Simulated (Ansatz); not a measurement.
# BN: a normal mode against strain, part 2 of 2

A grid of calculations on BN (P6_3mc, No. 186; 4 atoms in the cell), to see where the energy is lowest and how it rises around there.

Ansatz 0.2.0; DFT PBE, scalar-relativistic, plane waves, PAW. The steps go on from the part before.

## 7. Grid point (0.000 Å, −7.00 %)

File input.yaml:

```yaml
crystal:
  lattice:
    - [2.6440331621, 0.0, 0.0]
    - [-1.3220165811, 2.2897998868, 0.0]
    - [0.0, 0.0, 3.9288309978]
  atoms:
    - { symbol: B, position: [0.6666666667, 0.3333333333, 0.9998064453] }
    - { symbol: B, position: [0.3333333333, 0.6666666667, 0.4998064453] }
    - { symbol: "N", position: [0.6666666667, 0.3333333333, 0.6251935547] }
    - { symbol: "N", position: [0.3333333333, 0.6666666667, 0.1251935547] }
basis:
  ecutwfc: 520.0
kpoints:
  mp_grid: { grid: [12, 12, 6] }
hamiltonian:
  xc: pbe
scf:
  occupations: { method: gaussian, width: 0.05 }
output:
  forces: true
  stress: true
  eigenvalues: true
  write_density: true
  write_potential: true
  elf: true
  volumetric_format: npy
```

Command:

```bash
> ansatz run input.yaml --threads 1 --pin off --max-ram 2048MiB --backend cpu --events-out ev --progress --plain --runs-dir out
```

Log, shortened:

```text
[...]
SCF converged after 6 iterations
Free energy (F): -1083.930572 eV
[...]
E sigma→0 (E₀):  -1083.930572 eV
Fermi energy:    13.998853 eV
[...]
--- Forces (eV/Å), atoms counted from 1 ---
  atom   1  B      0.00000000     0.00000000     0.69225906
  atom   2  B      0.00000000    -0.00000000     0.69225906
  atom   3  N      0.00000000     0.00000000    -0.69225786
  atom   4  N     -0.00000000     0.00000000    -0.69225786
[...]
--- Stress (GPa, compression-positive) ---
      -28.467951       0.000000      -0.000000
        0.000000     -28.467951       0.000000
        0.000000      -0.000000      80.504068
  P = ⅓ Tr σ = 7.8561 GPa (78.561 kbar)
--- Band table (eV; the first three rows and the last of 76) ---
  k-point 0: bands = ["-9.1408", "-4.0892", "0.6893", "8.2431", "8.2431", "10.9518", "11.2265", "11.2265", "18.5670", "18.5897", "18.5897", "20.5993"]
[...]
```

Run time: 3.5 s. Hardware: 1 thread of Intel Xeon Platinum 8259CL at 2.50GHz (Skylake/Cascade Lake), shared host; peak memory 0.38 GiB.

Density in a lattice plane of the grid's cell (edges 2.64 and 3.93 Å, at 0.333 of the third edge), which holds B and N.

Ten even steps from ' ' (0.15 e/Å³) to '@' (3.67 e/Å³):
```
              ..................
              ....::::::::....  
              ....::----::::..  
              ..::--====--::..  
            ..::--++####**==::..
..          ..--++%%@@@@%%**--::
..        ..::==**@@@@@@@@##++::
....      ..::==##@@@@@@@@##++--
....    ....::--++%%@@@@%%**==::
..        ....::--==++++++--::..
            ......::::::::......
                                
                                
                                
                                
............                    
......................  ........
....::::........................
....................    ........
....................      ......
```
Columns run along the first of these edges and rows up along the second, over one cell in 16 and 20 even steps from the bottom left corner. Atoms in the plane (fractional): B at (0.67, 1.00), N at (0.67, 0.63).

ELF in the same plane.

Ten even steps from '0' (0.01) to '9' (0.92):
```
4444444320000134
2222223345555433
1100013579999853
2100024689999874
4210135789999876
5321357776556777
7533468873113588
8643578874113688
8643578987546899
7533468888778888
4322345677777776
2222222344444432
1233221111111111
2344331100000001
4555543211101122
5666655433222345
7777777654223467
8777788763112478
8777788751001368
7766676530000146
```
Columns run along the first of these edges and rows up along the second, over one cell in 16 and 20 even steps from the bottom left corner. Atoms in the plane (fractional): B at (0.67, 1.00), N at (0.67, 0.63).

Both are smooth fields of the valence electrons: close to the nuclei they are not physical.

Maxima of ELF outside the ion cores: 0.92 on the B–N line, 0.6 Å from B.

That is 0.57 eV from the zero.

## 8. Grid point (−0.050 Å, −7.00 %)

File input.yaml:

```yaml
crystal:
  lattice:
    - [2.6440331621, 0.0, 0.0]
    - [-1.3220165811, 2.2897998868, 0.0]
    - [0.0, 0.0, 3.9288309978]
  atoms:
    - { symbol: B, position: [0.6483833494, 0.3333333333, 0.9998064453] }
    - { symbol: B, position: [0.3516166506, 0.6666666667, 0.4998064453] }
    - { symbol: "N", position: [0.6862390384, 0.3333333333, 0.6251935547] }
    - { symbol: "N", position: [0.3137609616, 0.6666666667, 0.1251935547] }
basis:
  ecutwfc: 520.0
kpoints:
  mp_grid: { grid: [12, 12, 6] }
hamiltonian:
  xc: pbe
scf:
  occupations: { method: gaussian, width: 0.05 }
output:
  forces: true
  stress: true
  eigenvalues: true
```

Command:

```bash
> ansatz run input.yaml --threads 1 --pin off --max-ram 2048MiB --backend cpu --events-out ev --progress --plain --runs-dir out
```

Log, shortened:

```text
[...]
SCF converged after 6 iterations
Free energy (F): -1083.882699 eV
[...]
E sigma→0 (E₀):  -1083.882699 eV
Fermi energy:    14.035809 eV
[...]
--- Forces (eV/Å), atoms counted from 1 ---
  atom   1  B      0.40883724    -0.01658509     0.65774555
  atom   2  B     -0.40883724     0.01658509     0.65774555
  atom   3  N     -0.54731913    -0.01926851    -0.65774217
  atom   4  N      0.54731913     0.01926851    -0.65774217
[...]
--- Stress (GPa, compression-positive) ---
      -29.010122       2.212609       0.000000
        2.212623     -28.200928      -0.000000
        0.000000      -0.000000      79.852911
  P = ⅓ Tr σ = 7.5473 GPa (75.473 kbar)
--- Band table (eV; the first three rows and the last of 296) ---
  k-point 0: bands = ["-9.1367", "-4.0779", "0.6993", "8.1982", "8.3355", "10.9978", "11.0668", "11.3317", "18.1612", "18.5831", "19.0875", "20.5123"]
[...]
```

Wall time 9.4 s (1 thread of Intel Xeon Platinum 8259CL at 2.50GHz (Skylake/Cascade Lake), shared host); peak memory 0.47 GiB.

On the map this point reads 0.61 eV.

## 9. Grid point (−0.050 Å, −2.33 %)

Changes to input.yaml since step 8:

```diff
@@ -2,5 +2,5 @@
   lattice:
-    - [2.6440331621, 0.0, 0.0]
-    - [-1.3220165811, 2.2897998868, 0.0]
-    - [0.0, 0.0, 3.9288309978]
+    - [2.5843827521, 0.0, 0.0]
+    - [-1.2921913761, 2.2381411164, 0.0]
+    - [0.0, 0.0, 4.1261174576]
   atoms:
```

Command:

```bash
> ansatz run input.yaml --threads 1 --pin off --max-ram 2048MiB --backend cpu --events-out ev --progress --plain --runs-dir out
```

Log, shortened:

```text
[...]
SCF converged after 6 iterations
Free energy (F): -1084.388122 eV
[...]
E sigma→0 (E₀):  -1084.388122 eV
Fermi energy:    13.841845 eV
[...]
--- Forces (eV/Å), atoms counted from 1 ---
  atom   1  B      0.42044311    -0.01249753     0.07469120
  atom   2  B     -0.42044311     0.01249753     0.07469120
  atom   3  N     -0.57699780    -0.01478560    -0.07468946
  atom   4  N      0.57699780     0.01478560    -0.07468946
[...]
--- Stress (GPa, compression-positive) ---
      -11.037514       1.848589       0.000000
        1.848609     -10.268618       0.000000
        0.000000       0.000000      23.550924
  P = ⅓ Tr σ = 0.7483 GPa (7.483 kbar)
--- Band table (eV; the first three rows and the last of 296) ---
  k-point 0: bands = ["-9.1197", "-4.6961", "0.4400", "8.7394", "8.8659", "11.0043", "11.0439", "11.2213", "18.9558", "19.2894", "20.0500", "20.7520"]
[...]
```

It took 9.1 s on 1 thread of Intel Xeon Platinum 8259CL at 2.50GHz (Skylake/Cascade Lake), shared host; peak memory 0.46 GiB.

Energy on the map's scale: 0.11 eV.

## 10. Grid point (−0.050 Å, 0.00 %)

Changes to input.yaml since step 9:

```diff
@@ -2,5 +2,5 @@
   lattice:
-    - [2.5843827521, 0.0, 0.0]
-    - [-1.2921913761, 2.2381411164, 0.0]
-    - [0.0, 0.0, 4.1261174576]
+    - [2.5546214127, 0.0, 0.0]
+    - [-1.2773107064, 2.2123670404, 0.0]
+    - [0.0, 0.0, 4.22454946]
   atoms:
```

Command:

```bash
> ansatz run input.yaml --threads 1 --pin off --max-ram 2048MiB --backend cpu --events-out ev --progress --plain --runs-dir out
```

Log, shortened:

```text
Warning: RAYON_NUM_THREADS=1 ignored (pool sized by the plan → 1); use --threads N
[...]
[... 4 set-up lines as earlier in the session ...]
[...]
Crystal: 4 atoms, lattice volume = 23.876 Å³
Basis set: ecut = 520 eV, 651 PW (Γ), exchange–correlation on 40×40×64 points (8 copies of the dense FFT grid, shifted against one another)
Bands: 12, of which v1, the nominal top of the filled ones, is band 8 counted from 1 (7 counted from 0)
[... 2 set-up lines as earlier in the session ...]
k-points: 296 of 864 (time reversal used)
[...]
SCF iter   1: F=—  HF=-1084.447657 eV  |F-HF|=—  |Δ(HF+E_count)|=         —  Δρ=2.89e-3  dr2=9.28e-4  ethr=1.77e-3  ⟨swp⟩=5.6  Hψ=19279  notcnv=0
[...]
SCF iter   6: F=-1084.448143 eV  HF=-1084.448143 eV  |F-HF|=2.44e-10  |Δ(HF+E_count)|=   5.53e-9  Δρ=1.18e-6  dr2=1.04e-10  ethr=5.43e-11  ⟨swp⟩=1.8  Hψ=10931  notcnv=0
[...]
SCF converged after 6 iterations
Free energy (F): -1084.448143 eV
[...]
E sigma→0 (E₀):  -1084.448143 eV
Fermi energy:    13.786823 eV
[...]
--- Forces (eV/Å), atoms counted from 1 ---
  atom   1  B      0.41229962    -0.01087718     0.00395639
  atom   2  B     -0.41229962     0.01087718     0.00395639
  atom   3  N     -0.57507153    -0.01311340    -0.00395544
  atom   4  N      0.57507153     0.01311340    -0.00395544
[...]
--- Stress (GPa, compression-positive) ---
       -0.589545       1.696903       0.000000
        1.696920       0.144991      -0.000000
        0.000000      -0.000000       0.184566
  P = ⅓ Tr σ = -0.0867 GPa (-0.867 kbar)
--- Band table (eV; the first three rows and the last of 296) ---
  k-point 0: bands = ["-9.1183", "-5.0060", "0.3554", "9.0189", "9.1395", "10.9357", "11.0737", "11.2168", "19.3349", "19.6278", "19.7075", "20.6821"]
[...]
```

Wall time 8.8 s (1 thread of Intel Xeon Platinum 8259CL at 2.50GHz (Skylake/Cascade Lake), shared host); peak memory 0.47 GiB.

That is 0.048 eV from the zero.

## 11. All points together

42 points were computed, 35 more follow by symmetry. Energies in eV, from the relaxed high-symmetry cell:

```csv
"strain +e along z and -e/2 along x and y (%) ↓, amplitude of mode 4 (472 cm⁻¹), largest displacement in the unstrained cell (Å) →",−0.125,−0.100,−0.075,−0.050,−0.025,0.000,0.025,0.050,0.075,0.100,0.125
7.00,0.74,0.65,0.58,0.53,0.49,0.48,0.49,0.53,0.58,0.65,0.74
4.67,0.49,0.40,0.32,0.26,0.23,0.22,0.23,0.26,0.32,0.40,0.49
2.33,0.34,0.24,0.16,0.10,0.07,0.06,0.07,0.10,0.16,0.24,0.34
0.00,0.30,0.19,0.11,0.05,0.01,0.00,0.01,0.05,0.11,0.19,0.30
−2.33,0.37,0.26,0.17,0.11,0.07,0.06,0.07,0.11,0.17,0.26,0.37
−4.67,0.55,0.44,0.35,0.29,0.26,0.24,0.26,0.29,0.35,0.44,0.55
−7.00,0.87,0.76,0.67,0.61,0.58,0.57,0.58,0.61,0.67,0.76,0.87
```

On the same grid, pressure (GPa):

```
strain +e along z and -e/2 along x and y (%) ↓, amplitude of mode 4 (472 cm⁻¹), largest displacement in the unstrained cell (Å) →  −0.125  −0.100  −0.075  −0.050  −0.025  0.000  0.025  0.050  0.075  0.100  0.125
                                                                                                                             7.00     6.4     6.3     6.2     6.2     6.1    6.1    6.1    6.2    6.2    6.3    6.4
                                                                                                                             4.67     2.8     2.8     2.7     2.7     2.7    2.7    2.7    2.7    2.7    2.8    2.8
                                                                                                                             2.33     0.5     0.5     0.6     0.6     0.6    0.6    0.6    0.6    0.6    0.5    0.5
                                                                                                                             0.00    −0.4    −0.3    −0.2    −0.1     0.0    0.0    0.0   −0.1   −0.2   −0.3   −0.4
                                                                                                                            −2.33     0.1     0.4     0.6     0.7     0.9    0.9    0.9    0.7    0.6    0.4    0.1
                                                                                                                            −4.67     2.2     2.6     3.0     3.2     3.4    3.5    3.4    3.2    3.0    2.6    2.2
                                                                                                                            −7.00     6.1     6.7     7.2     7.5     7.8    7.9    7.8    7.5    7.2    6.7    6.1
```

On the same grid, band gap on the k-mesh (eV):

```tsv
strain +e along z and -e/2 along x and y (%) ↓, amplitude of mode 4 (472 cm⁻¹), largest displacement in the unstrained cell (Å) →	−0.125	−0.100	−0.075	−0.050	−0.025	0.000	0.025	0.050	0.075	0.100	0.125
7.00	4.58	4.65	4.70	4.75	4.78	4.80	4.78	4.75	4.70	4.65	4.58
4.67	4.72	4.79	4.85	4.89	4.93	4.96	4.93	4.89	4.85	4.79	4.72
2.33	4.85	4.92	4.98	5.03	5.07	5.10	5.07	5.03	4.98	4.92	4.85
0.00	4.96	5.03	5.09	5.14	5.19	5.23	5.19	5.14	5.09	5.03	4.96
−2.33	5.05	5.12	5.18	5.24	5.29	5.34	5.29	5.24	5.18	5.12	5.05
−4.67	5.14	5.20	5.27	5.33	5.39	5.45	5.39	5.33	5.27	5.20	5.14
−7.00	5.21	5.27	5.34	5.41	5.47	5.54	5.47	5.41	5.34	5.27	5.21
```

## 12. Results

What follows sums up all 2 parts.

| quantity | value |
| --- | --- |
| lowest point | (0.000 Å, 0.00 %), 0.00 eV |
| highest computed point | (−0.125 Å, −7.00 %), 0.87 eV above the lowest |
| pressure (GPa) | −0.4 at (−0.125 Å, 0.00 %) to 7.9 at (0.000 Å, −7.00 %); 0.0 at the lowest point |
| band gap on the k-mesh (eV) | 4.58 at (−0.125 Å, 7.00 %) to 5.54 at (0.000 Å, −7.00 %); 5.23 at the lowest point |
| time for all points | 6.3 min on 1 thread, shared host |

What this shows: The lowest computed point is at (0.000 Å, 0.00 %), which is the relaxed high-symmetry cell itself. The grid shows no other well, apart from its symmetry copies. The highest computed point, (−0.125 Å, −7.00 %), lies 0.87 eV above the lowest. Round the minimum the two coordinates are nearly uncoupled.

These are semilocal Kohn-Sham gaps, which aren't the measured quantity. Such gaps usually fall short of the measured ones.
